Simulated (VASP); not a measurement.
**Results of a VASP single-point calculation on NaCl (strained zincblende)**

POSCAR

```
Na Cl
 1.0000000000000000
    -0.0308727285000000    3.0564001246000001    3.0564001246000001
     3.0564001246000001   -0.0308727285000000    3.0564001246000001
     3.0564001246000001    3.0564001246000001   -0.0308727285000000
 Na  Cl
   1   1
Cartesian
 -0.0072169753113562 -0.0072169753113562 -0.0072169753113562
  1.5276988554863566  1.5276988554863566  1.5276988554863564
```

```json
{
 "gap between bands v and c": "5.57 eV",
 "least direct gap": "5.57 eV"
}
```

Band v is the last that the valence electrons fill when counted band by band, and c is the next. Levels in eV from the top of v:

```tsv
point	v−1	v	c	c+1
Γ	-0.04	0.00	5.57	12.03
X	-0.35	-0.31	7.47	9.80
K	-0.61	-0.24	8.12	9.86
L	-0.12	-0.10	8.36	9.50
W	-0.67	-0.38	8.28	10.25
```

Task: Which of these levels of theory gave these results?
A. LDA
B. PBE
C. PBEsol
D. r²SCAN
E. HSE06
F. PBE with spin–orbit coupling
G. PBE0

Result: D.

The INCAR was:

```
IBRION = -1
LASPH = .TRUE.
ISMEAR = 0
PREC = Accurate
SIGMA = 0.01
ISIF = 2
METAGGA = R2SCAN
LWAVE = .FALSE.
ALGO = Normal
NELM = 120
EDIFF = 1E-7
NBANDS = 14
ENCUT = 520
LCHARG = .FALSE.
NSW = 0
LREAL = .FALSE.
```
